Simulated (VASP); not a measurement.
The system is MnO.

```xyz
2
Lattice="0.0000 2.2239 2.2239 2.2239 0.0000 2.2239 2.2239 2.2239 0.0000" Properties=species:S:1:pos:R:3 pbc="T T T"
Mn    0.0000    0.0000    0.0000
O     2.2239    2.2239    2.2239
```

The cell is a database's computed one.

| Item | Value |
| --- | --- |
| Program | VASP 6.6.1 |
| Task | single point |
| Functional | PBE |
| Potentials or basis | VASP PAW PBE potentials, release 64 (Mn_pv, O) |
| Cutoff | 520 eV |
| k mesh | 10 × 10 × 10 |
| Occupations | fermi-dirac, width 0.05 eV |
| Spin | collinear spin, ferromagnetic start |
| Starting moments | [4.0, 0.0] μB |

On this cell: pressure 0.2 GPa; largest force zero by symmetry; net moment 4.79 μB per cell; site moments Mn +4.35; O +0.20 μB; band gap on the k mesh none (metal or under the smearing width).

The same run follows on a disturbed copy (atoms moved at random, drawn with an rms of 0.05 Å):

```
Mn O
1.0
     0.00000    2.22391    2.22391
     2.22391    0.00000    2.22391
     2.22391    2.22391    0.00000
Mn O
1 1
Direct
  0.98735 0.99248 0.01714
  0.50496 0.51195 0.49104
```

What does the disturbed cell give?

The energy (extrapolated to zero smearing) moves by +6.6 meV/atom; pressure 0.9 GPa; largest force 0.316 eV/Å; net moment 4.80 μB per cell; site moments Mn +4.35; O +0.21 μB; band gap on the k mesh none (metal or under the smearing width).

Forces on the atoms (eV/Å):
```
Mn  -0.050 -0.064  0.305
O    0.050  0.064 -0.305
```

Stress tensor (GPa, compression positive):
```
 0.46 -0.01  0.06
-0.01  0.49  0.08
 0.06  0.08  1.66
```

Caveats: a cell with one magnetic atom can't hold antiferromagnetic order, which such compounds often take; semilocal functionals often make such compounds metallic where correlation or magnetic order opens a gap, which also shifts bond lengths.
